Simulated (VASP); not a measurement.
# MnF2 (P4_2/mnm) in VASP: settings compared

Aim: see how the results for MnF2 move with the level of theory and the settings. Levels: PBE, revPBE. Tasks: single point, relaxation of cell and atoms.

Everything below comes from runs of VASP 6.6.1. Logs are shortened: lines on timing, memory, paths and dates and some standing lists are left out, and cuts for length are marked.

**1. Starting point**

It takes space group P4_2/mnm (No. 136, tetragonal). Conventional cell: a = 4.874 Å, b = 4.874 Å, c = 3.311 Å, α = 90.00°, β = 90.00°, γ = 90.00°. Mn (site symmetry mmm) is surrounded by 6 F at 2.10 to 2.13 Å. F (site symmetry m2m) has 3 Mn at 2.10 to 2.13 Å as nearest neighbours.

**2. Single point, PBE, collinear spin, ferromagnetic start**

INCAR reads:

```
SYSTEM = MnF2
  PREC = Accurate
  ENCUT = 520
  EDIFF = 1E-6
  ISMEAR = 0
  SIGMA = 0.011
  LREAL = .False.
  LASPH = .True.
  NELM = 150
  ALGO = Fast
  ISIF = 2
  LWAVE = .False.
  LCHARG = .False.
  ISPIN = 2
  MAGMOM = 4 4 0 0 0 0
  LORBIT = 11
  LMAXMIX = 4
  GGA = PE
```

KPOINTS reads:

```
regular mesh
0
Gamma
  6 6 8
  0 0 0
```

POSCAR reads:

```
MnF2
1.0
    4.8738000000      0.0000000000      0.0000000000
    0.0000000000      4.8738000000      0.0000000000
    0.0000000000      0.0000000000      3.3107000000
Mn F
2 4
Direct
    0.5000000000      0.5000000000      0.5000000000
    0.0000000000      0.0000000000      0.0000000000
    0.8053000000      0.1947000000      0.5000000000
    0.6947000000      0.6947000000      0.0000000000
    0.1947000000      0.8053000000      0.5000000000
    0.3053000000      0.3053000000      0.0000000000
```

Potentials or basis: VASP PAW PBE potentials, release 64 (Mn_pv, F).

On the command line:

```sh
$ cat potpaw_PBE.64/Mn_pv/POTCAR potpaw_PBE.64/F/POTCAR > POTCAR
$ mpirun -np 1 vasp_std > vasp.out
```

OUTCAR:

```text
SYSTEM = MnF2
   PREC = Accurate
   ENCUT = 520
   EDIFF = 1E-6
   ISMEAR = 0
   LREAL = .False.
   LASPH = .True.
   NELM = 150
   ISIF = 2
   ISPIN = 2
   LORBIT = 11
   GGA = PE

 ion  position               nearest neighbor table
   1  0.500  0.500  0.500-   3 2.10   5 2.10   4 2.13   6 2.13   4 2.13   6 2.13
   2  0.000  0.000  0.000-   4 2.10   6 2.10   5 2.13   3 2.13   3 2.13   5 2.13
   3  0.805  0.195  0.500-   1 2.10   2 2.13   2 2.13
   4  0.695  0.695  0.000-   2 2.10   1 2.13   1 2.13
   5  0.195  0.805  0.500-   1 2.10   2 2.13   2 2.13
   6  0.305  0.305  0.000-   2 2.10   1 2.13   1 2.13

  LATTYP: Found a simple tetragonal cell.
 ALAT       =     4.8738000000
 C/A-ratio  =     0.6792851574

  Lattice vectors:

 A1 = (   4.8738000000,   0.0000000000,   0.0000000000)
 A2 = (   0.0000000000,   4.8738000000,   0.0000000000)
 A3 = (   0.0000000000,   0.0000000000,   3.3107000000)

Analysis of symmetry for initial positions (statically):
=====================================================================
 Subroutine PRICEL returns:
 Original cell was already a primitive cell.

 Routine SETGRP: Setting up the symmetry group for a
 simple tetragonal supercell.

 Subroutine GETGRP returns: Found 16 space group operations
 (whereof  8 operations were pure point group operations)
 out of a pool of 16 trial point group operations.

The static configuration has the point symmetry D_2h.
 The point group associated with its full space group is D_4h.

Analysis of symmetry for dynamics (positions and initial velocities):
=====================================================================
 Subroutine PRICEL returns:
 Original cell was already a primitive cell.

 Routine SETGRP: Setting up the symmetry group for a
 simple tetragonal supercell.

 Subroutine GETGRP returns: Found 16 space group operations
 (whereof  8 operations were pure point group operations)
 out of a pool of 16 trial point group operations.

The dynamic configuration has the point symmetry D_2h.
 The point group associated with its full space group is D_4h.

Analysis of structural, dynamic, and magnetic symmetry:
=====================================================================
 Subroutine PRICEL returns:
 Original cell was already a primitive cell.

 Routine SETGRP: Setting up the symmetry group for a
 simple tetragonal supercell.

 Subroutine GETGRP returns: Found 16 space group operations
 (whereof  8 operations were pure point group operations)
 out of a pool of 16 trial point group operations.

[... 147 lines left out ...]

 number of electron      54.0000032 magnetization      10.0000638

 number of electron      54.0000032 magnetization       9.9999994

 Free energy of the ion-electron system (eV)
  ---------------------------------------------------
  ext. energy  EPLUGINS =         0.00000000
  ---------------------------------------------------
  free energy    TOTEN  =       -39.29932712 eV

  energy without entropy =      -39.29932712  energy(sigma->0) =      -39.29932712

 E-fermi :   3.5378     XC(G=0):  -9.7525

 val. band max:        3.4067331946   @ k =   0.0000   0.0000   0.0000
 cond. band min:       4.5292888961   @ k =   0.0000   0.0000   0.0000
 fundamental gap:      1.1225557015
 Fermi energy:         3.5378211798

 spin component 1

 k-point     1 :       0.0000    0.0000    0.0000
  band No.  band energies     occupation
      1     -46.7802      1.00000
      2     -46.7802      1.00000
      3     -46.7202      1.00000
      4     -46.7202      1.00000
      5     -46.7155      1.00000
      6     -46.7136      1.00000
[... 925 lines left out ...]
     35      11.9902      0.00000
     36      11.9907      0.00000

 [... further k-points ...]

 spin component 2

 k-point     1 :       0.0000    0.0000    0.0000
  band No.  band energies     occupation
      1     -41.8203      1.00000
      2     -41.8203      1.00000
      3     -41.7487      1.00000
      4     -41.7487      1.00000
      5     -41.7388      1.00000
      6     -41.7361      1.00000
[... 925 lines left out ...]
     35      13.1981      0.00000
     36      13.2096      0.00000

 [... further k-points ...]

------------------------ aborting loop because EDIFF is reached ----------------------------------------

  FORCE on cell =-STRESS in cart. coord.  units (eV):
  Direction    XX          YY          ZZ          XY          YZ          ZX
  --------------------------------------------------------------------------------------
  -------------------------------------------------------------------------------------
  Total        1.7340830      1.7340830      1.9657984      0.0000000      0.0000000      0.0000000
  in kB       35.3285019     35.3285019     40.0492443      0.0000000      0.0000000      0.0000000
  external PRESSURE =      36.9020827 kB  Pullay stress =       0.0000000 kB

 VOLUME and BASIS-vectors are now :
 -----------------------------------------------------------------------------
  energy-cutoff  :      520.00
  volume of cell :       78.64
      direct lattice vectors                 reciprocal lattice vectors
     4.873800000  0.000000000  0.000000000     0.205178711  0.000000000  0.000000000
     0.000000000  4.873800000  0.000000000     0.000000000  0.205178711  0.000000000
     0.000000000  0.000000000  3.310700000     0.000000000  0.000000000  0.302050926

 POSITION                                       TOTAL-FORCE (eV/Angst)
 -----------------------------------------------------------------------------------
      2.43690      2.43690      1.65535         0.000000      0.000000      0.000000
      0.00000      0.00000      0.00000         0.000000      0.000000      0.000000
      3.92487      0.94893      1.65535        -0.031051      0.031051      0.000000
      3.38583      3.38583      0.00000         0.031051      0.031051      0.000000
      0.94893      3.92487      1.65535         0.031051     -0.031051      0.000000
      1.48797      1.48797      0.00000        -0.031051     -0.031051     -0.000000
 -----------------------------------------------------------------------------------
    total drift:                                0.000000      0.000000      0.000000

  FREE ENERGIE OF THE ION-ELECTRON SYSTEM (eV)
  ---------------------------------------------------
  free  energy   TOTEN  =       -39.2993271234 eV

  energy  without entropy=      -39.2993271234  energy(sigma->0) =      -39.29932712

 total charge

# of ion       s       p       d       tot
------------------------------------------
    1        0.164   6.146   4.950  11.260
    2        0.164   6.146   4.950  11.260
    3        1.735   4.368   0.000   6.102
    4        1.735   4.368   0.000   6.102
    5        1.735   4.368   0.000   6.102
    6        1.735   4.368   0.000   6.102
--------------------------------------------------
tot          7.268  29.762   9.899  46.929

 magnetization (x)

# of ion       s       p       d       tot
------------------------------------------
    1        0.024   0.021   4.544   4.590
    2        0.024   0.021   4.544   4.590
    3        0.009   0.081   0.000   0.090
    4        0.009   0.081   0.000   0.090
    5        0.009   0.081   0.000   0.090
    6        0.009   0.081   0.000   0.090
--------------------------------------------------
tot          0.083   0.369   9.088   9.540
```

OSZICAR:

```text
N       E                     dE             d eps       ncg     rms          rms(c)
DAV:   1     0.694481523780E+03    0.69448E+03   -0.30874E+04  7408   0.170E+03
DAV:   2     0.240159013458E+02   -0.67047E+03   -0.62921E+03  7744   0.496E+02
DAV:   3    -0.414968722967E+02   -0.65513E+02   -0.64754E+02  7792   0.167E+02
DAV:   4    -0.427096126838E+02   -0.12127E+01   -0.12097E+01  7872   0.247E+01
DAV:   5    -0.427249152447E+02   -0.15303E-01   -0.15301E-01  7588   0.296E+00    0.220E+01
RMM:   6    -0.391733482972E+02    0.35516E+01   -0.19887E+01  8027   0.259E+01    0.191E+01
RMM:   7    -0.393157005449E+02   -0.14235E+00   -0.18465E+00  7867   0.736E+00    0.106E+01
RMM:   8    -0.392528659138E+02    0.62835E-01   -0.21212E-01  8059   0.335E+00    0.677E+00
RMM:   9    -0.393033255301E+02   -0.50460E-01   -0.92589E-02  7956   0.245E+00    0.153E+00
RMM:  10    -0.392986503127E+02    0.46752E-02   -0.19713E-02  8576   0.956E-01    0.435E-01
RMM:  11    -0.392988040784E+02   -0.15377E-03   -0.80429E-03  8630   0.529E-01    0.989E-02
RMM:  12    -0.392992482948E+02   -0.44422E-03   -0.17468E-03  8901   0.262E-01    0.716E-02
RMM:  13    -0.392993119294E+02   -0.63635E-04   -0.23598E-04  9004   0.101E-01    0.371E-02
RMM:  14    -0.392993274563E+02   -0.15527E-04   -0.10380E-04  7918   0.647E-02    0.157E-02
RMM:  15    -0.392993262341E+02    0.12223E-05   -0.10846E-05  8001   0.214E-02    0.666E-03
RMM:  16    -0.392993271234E+02   -0.88936E-06   -0.50104E-06  6930   0.125E-02
   1 F= -.39299327E+02 E0= -.39299327E+02  d E =-.226561E-66  mag=    10.0000
```

Run time: 2.1 min. Hardware: 1 thread of Intel Xeon 6975P-C (Granite Rapids), shared host; peak memory 0.34 GiB.

What came out:

- Free energy: -39.2993 eV
- Pressure: 3.7 GPa
- Largest force: 0.044 eV/Å
- Band gap on the k mesh: 1.12 eV, direct
- Net moment: 10.00 μB per cell
- Site moments: Mn +4.59; F +0.09 μB
- Valence electrons inside the program's atomic spheres: Mn 11.26; F 6.10

Forces in eV/Å, atoms in the order of the input:
```
Mn   0.000  0.000  0.000
Mn   0.000  0.000  0.000
F   -0.031  0.031  0.000
F    0.031  0.031  0.000
F    0.031 -0.031  0.000
F   -0.031 -0.031  0.000
```

Caveat: only a ferromagnetic start was run, and an antiferromagnetic order may lie lower in energy.

**3. Relaxation of cell and atoms, revPBE, collinear spin, ferromagnetic start**

INCAR reads:

```
  PREC = Accurate
  ENCUT = 600
  EDIFF = 1E-6
  ISMEAR = -1
  SIGMA = 0.05
  LREAL = F
  LASPH = T
  NELM = 150
  ALGO = Normal
  ISIF = 3
  LWAVE = F
  LCHARG = F
  ISPIN = 2
  MAGMOM = 4 4 0 0 0 0
  LORBIT = 11
  LMAXMIX = 4
  GGA = RE
  IBRION = 2
  NSW = 60
  EDIFFG = -0.02
```

KPOINTS reads:

```
regular mesh
0
Gamma
  5 5 6
```

POSCAR is that of step 2.

Potentials or basis: VASP PAW PBE potentials, release 64 (Mn_pv, F).

On the command line:

```sh
$ cat potpaw_PBE.64/Mn_pv/POTCAR potpaw_PBE.64/F/POTCAR > POTCAR
$ mpirun -np 1 vasp_std > vasp.out
```

OUTCAR:

```text
PREC = Accurate
   ENCUT = 600
   EDIFF = 1E-6
   ISMEAR = -1
   LREAL = F
   LASPH = T
   NELM = 150
   ISIF = 3
   ISPIN = 2
   LORBIT = 11
   GGA = RE
   IBRION = 2
   NSW = 60
   EDIFFG = -0.02

 ion  position               nearest neighbor table
   1  0.500  0.500  0.500-   3 2.10   5 2.10   4 2.13   6 2.13   4 2.13   6 2.13
   2  0.000  0.000  0.000-   4 2.10   6 2.10   5 2.13   3 2.13   3 2.13   5 2.13
   3  0.805  0.195  0.500-   1 2.10   2 2.13   2 2.13
   4  0.695  0.695  0.000-   2 2.10   1 2.13   1 2.13
   5  0.195  0.805  0.500-   1 2.10   2 2.13   2 2.13
   6  0.305  0.305  0.000-   2 2.10   1 2.13   1 2.13

  LATTYP: Found a simple tetragonal cell.
 ALAT       =     4.8738000000
 C/A-ratio  =     0.6792851574

  Lattice vectors:

 A1 = (   4.8738000000,   0.0000000000,   0.0000000000)
 A2 = (   0.0000000000,   4.8738000000,   0.0000000000)
 A3 = (   0.0000000000,   0.0000000000,   3.3107000000)

[... 504 lines left out ...]
      1     -47.5247      1.00000
      2     -47.5247      1.00000
      3     -47.4793      1.00000
      4     -47.4793      1.00000
      5     -47.4659      1.00000
      6     -47.4647      1.00000
[... 925 lines left out ...]
     35      10.3002      0.00000
     36      11.0564      0.00000
 Fermi energy:         3.2428229034

 spin component 2

 k-point     1 :       0.0000    0.0000    0.0000
  band No.  band energies     occupation
      1     -42.5046      1.00000
      2     -42.5046      1.00000
      3     -42.4507      1.00000
      4     -42.4507      1.00000
      5     -42.4327      1.00000
      6     -42.4310      1.00000
[... 958 lines left out ...]
  FREE ENERGIE OF THE ION-ELECTRON SYSTEM (eV)
  ---------------------------------------------------
  free  energy   TOTEN  =       -37.9995614010 eV

  energy  without entropy=      -37.9995613951  energy(sigma->0) =      -37.99956140

 reached required accuracy - stopping structural energy minimisation

 total charge

# of ion       s       p       d       tot
------------------------------------------
    1        0.148   6.122   4.919  11.190
    2        0.148   6.122   4.919  11.190
    3        1.733   4.366   0.000   6.099
    4        1.733   4.366   0.000   6.099
    5        1.733   4.366   0.000   6.099
    6        1.733   4.366   0.000   6.099
--------------------------------------------------
tot          7.229  29.709   9.839  46.777

 magnetization (x)

# of ion       s       p       d       tot
------------------------------------------
    1        0.024   0.021   4.567   4.612
    2        0.024   0.021   4.567   4.612
    3        0.007   0.070   0.000   0.077
    4        0.007   0.070   0.000   0.077
    5        0.007   0.070   0.000   0.077
    6        0.007   0.070   0.000   0.077
--------------------------------------------------
tot          0.078   0.320   9.134   9.532
```

OSZICAR:

```text
N       E                     dE             d eps       ncg     rms          rms(c)
DAV:   1     0.738359127526E+03    0.73836E+03   -0.33185E+04  3496   0.188E+03
[... 78 lines left out ...]
DAV:   2    -0.380022345335E+02    0.73763E-02   -0.19359E-02  3732   0.111E+00    0.527E-01
DAV:   3    -0.380002046927E+02    0.20298E-02   -0.22989E-03  3840   0.418E-01    0.281E-01
DAV:   4    -0.379995674358E+02    0.63726E-03   -0.84373E-04  4052   0.205E-01    0.938E-02
DAV:   5    -0.379995570422E+02    0.10394E-04   -0.15880E-04  3596   0.992E-02    0.526E-02
DAV:   6    -0.379995590004E+02   -0.19582E-05   -0.13199E-05  3516   0.307E-02    0.295E-02
DAV:   7    -0.379995605870E+02   -0.15865E-05   -0.19171E-06  2984   0.112E-02    0.116E-02
DAV:   8    -0.379995614010E+02   -0.81400E-06   -0.73559E-07  2292   0.822E-03
   8 F= -.37999561E+02 E0= -.37999561E+02  d E =-.291409E-02  mag=    10.0000
```

It took 6 min on 1 thread of Intel Xeon 6975P-C (Granite Rapids), shared host; peak memory 0.31 GiB.

Results:

```yaml
Free_energy: -37.9996 eV
Relaxed_volume: 14.12 Å³/atom
Relaxed_cell: a = 5.018 Å, b = 5.018 Å, c = 3.364 Å, α = 90.00°, β = 90.00°, γ = 90.00°
Space_group_after_relaxing_to_0.05_Å: P4_2/mnm (No. 136)
Energy_gained_by_relaxing: 20.4 meV/atom
Ionic_steps: 8
Pressure_after_relaxing: 0.1 GPa
Largest_force_after_relaxing: 0.005 eV/Å
Band_gap_on_the_k_mesh: 1.48 eV, direct
Net_moment: 10.00 μB per cell
Site_moments: Mn +4.61; F +0.08 μB
Valence_electrons_inside_the_program's_atomic_spheres: Mn 11.19; F 6.10
```

Forces on the atoms (eV/Å):
```
Mn   0.000  0.000  0.000
Mn   0.000  0.000  0.000
F   -0.003  0.003  0.000
F    0.003  0.003  0.000
F    0.003 -0.003  0.000
F   -0.003 -0.003  0.000
```

The path:
```csv
step,energy change (eV),largest force (eV/Å),pressure (GPa),volume (Å³)
1,0.0000,0.0684,6.90,78.64
2,-0.1185,0.0341,-0.60,85.25
3,-0.1198,0.0260,0.01,84.55
4,-0.1198,0.0245,0.16,84.43
5,-0.1210,0.0173,0.14,84.50
6,-0.1223,0.0058,0.14,84.61
7,-0.1221,0.0161,0.14,84.83
8,-0.1227,0.0045,0.13,84.71
```

Final structure:
```
CELL_PARAMETERS angstrom
5.01785 0.00000 0.00000
0.00000 5.01785 0.00000
0.00000 0.00000 3.36429
ATOMIC_POSITIONS crystal
Mn 0.50000 0.50000 0.50000
Mn 0.00000 0.00000 0.00000
F 0.80558 0.19442 0.50000
F 0.69442 0.69442 0.00000
F 0.19442 0.80558 0.50000
F 0.30558 0.30558 0.00000
```

Levels at points of the mesh, in eV from the valence-band top:
Spin up:
| k point | band 28 | band 29 | band 30 | band 31 | band 32 | band 33 | band 34 | band 35 | band 36 |
| --- | --- | --- | --- | --- | --- | --- | --- | --- | --- |
| (0.00, 0.00, 0.00) | -1.65 | -1.41 | -0.45 | -0.45 | 0.00 | 1.48 | 6.86 | 6.86 | 7.54 |
| (0.00, 0.00, 0.50) | -1.66 | -1.08 | -1.08 | -0.92 | -0.92 | 5.91 | 5.91 | 9.51 | 9.51 |
Spin down:
```tsv
k point	band 19	band 20	band 21	band 22	band 23	band 24	band 25	band 26
(0.00, 0.00, 0.00)	-4.41	-4.04	-4.04	-3.76	2.21	2.25	2.54	2.62
(0.00, 0.00, 0.50)	-4.53	-4.53	-4.38	-4.38	2.54	2.54	2.62	2.62
```

Caveat: the PAW data sets were made with another functional, which shifts forces and pressure a little; an odd mesh through Γ misses points on the zone boundary, where band edges often lie; only a ferromagnetic start was run, and an antiferromagnetic order may lie lower in energy. revPBE gives volumes clearly too large for solids.
